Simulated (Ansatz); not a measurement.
HfC: equation of state with LDA

The system is HfC.

```
CELL_PARAMETERS angstrom
0.00000 2.32500 2.32500
2.32500 0.00000 2.32500
2.32500 2.32500 0.00000
ATOMIC_POSITIONS crystal
Hf 0.50000 0.50000 0.50000
C 0.00000 0.00000 0.00000
```

```
Program             : Ansatz 0.2.0
Task                : equation of state
Functional          : LDA
Potentials or basis : all-electron LAPW, scalar-relativistic
Basis error allowed : 0.001 eV/atom
k mesh              : 10 × 10 × 10
Occupations         : fermi-dirac, width 0.05 eV
Spin                : no spin polarisation
```

| Item | Value |
| --- | --- |
| Equilibrium volume | 11.96 Å³/atom |
| Bulk modulus | 261 GPa |
| Pressure derivative of the bulk modulus | 4.0 |

Energy against volume, from the lowest point:
```tsv
volume (Å³/atom)	energy (meV/atom)
11.814	0.64
12.065	0.00
12.317	7.60
12.568	22.63
12.819	44.36
13.071	72.13
13.322	105.33
```

All runs of the series together: 2.9 min on 1 thread of AMD EPYC 7571, with other jobs on the host.

The run has no spin-orbit coupling, so splittings on Hf are missing. LDA usually gives volumes a few per cent too small.
